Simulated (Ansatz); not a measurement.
Si: generalised stacking fault

The calculation used DFT r2SCAN, scalar-relativistic, plane waves, PAW (Ansatz). Cutoff 500 eV, Γ-centred 8×8×2 k-points, Gaussian smearing of 0.05 eV. No spin polarisation. Energies are free energies at this smearing, counted from the undisturbed cell; pressure is positive in compression.

The undisturbed cell (relaxed at this level; this form isn't the usual structure):

```yaml
crystal:
  lattice:
    - [-3.83191, 0.00000, 0.00000]
    - [-1.91595, -3.31853, 0.00000]
    - [0.00000, 0.00000, 12.68364]
  atoms:
    - { symbol: Si, position: [0.33333, 0.33333, 0.90655] }
    - { symbol: Si, position: [0.33333, 0.33333, 0.40655] }
    - { symbol: Si, position: [0.66667, 0.66667, 0.15655] }
    - { symbol: Si, position: [0.66667, 0.66667, 0.65655] }
    - { symbol: Si, position: [0.33333, 0.33333, 0.09345] }
    - { symbol: Si, position: [0.33333, 0.33333, 0.59345] }
    - { symbol: Si, position: [0.66667, 0.66667, 0.34345] }
    - { symbol: Si, position: [0.66667, 0.66667, 0.84345] }
```

The cut lies on the cell's a–b face, a (0 0 1) plane (indices in the standard cell, whose axes needn't be the Cartesian ones shown) of area 12.72 Å², between layers 2.37 Å apart. Vector c is tilted by f times 1·a + 0·b (length 3.832 Å) with the atoms' Cartesian places fixed: one unrelaxed fault a cell.

```
     f  γ (mJ/m²) shear traction, the slope of γ along the slip (GPa) gap on the mesh (eV)
0.0000          0                                                  0.0                  0.61
0.1000         96                                                    ?                     ?
0.2000        411                                                 11.4                  0.61
0.3000        961                                                 16.8                  0.38
0.4000       1621                                                 15.2                  0.00
0.5000       1953                                                 -0.1                  0.00
```

By symmetry 0.6000 repeats 0.4000, 0.8000 repeats 0.2000, 0.7000 repeats 0.3000, 0.9000 repeats 0.1000 in energy, with the opposite slope along the path. Where the gap reads zero the k-mesh, chosen for the insulator, is on the coarse side.

**Question.** Give the withheld values.

**Answer.** shear traction, the slope of γ along the slip (GPa) at f = 0.1000: 5.2; gap on the mesh (eV) at f = 0.1000: 0.61.

Cost: 6 runs of about 0.74 core-minutes in all, on AMD EPYC 9R45 (Zen 5) (shared hosts).